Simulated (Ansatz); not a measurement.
Crystal: Tl.

```
CELL_PARAMETERS angstrom
3.50864 0.00000 0.00000
-1.75432 3.03857 0.00000
0.00000 0.00000 11.26560
ATOMIC_POSITIONS crystal
Tl 0.66667 0.33333 0.75000
Tl 0.00000 0.00000 0.50000
Tl 0.33333 0.66667 0.25000
Tl 0.00000 0.00000 0.00000
```

Base run:

- Program: Ansatz 0.2.0
- Functional: PBEsol
- Potentials or basis: all-electron LAPW, scalar-relativistic
- Cutoff: 147 eV
- Density cutoff: 590 eV
- Basis error allowed: 0.002 eV/atom
- k mesh: 9 × 9 × 3
- Occupations: fermi-dirac, width 0.05 eV
- Spin: no spin polarisation

Its results: pressure -1.7 GPa.

After a change of settings the same cell gave: pressure -3.3 GPa. Which change was it?
A. functional from PBEsol to PBE
B. functional from PBEsol to LDA
C. basis error allowed from 0.002 eV/atom to 0.001 eV/atom

B.

LDA binds more tightly than PBEsol, so the same cell stands under less pressure.

Not every run made on this cell is shown here.
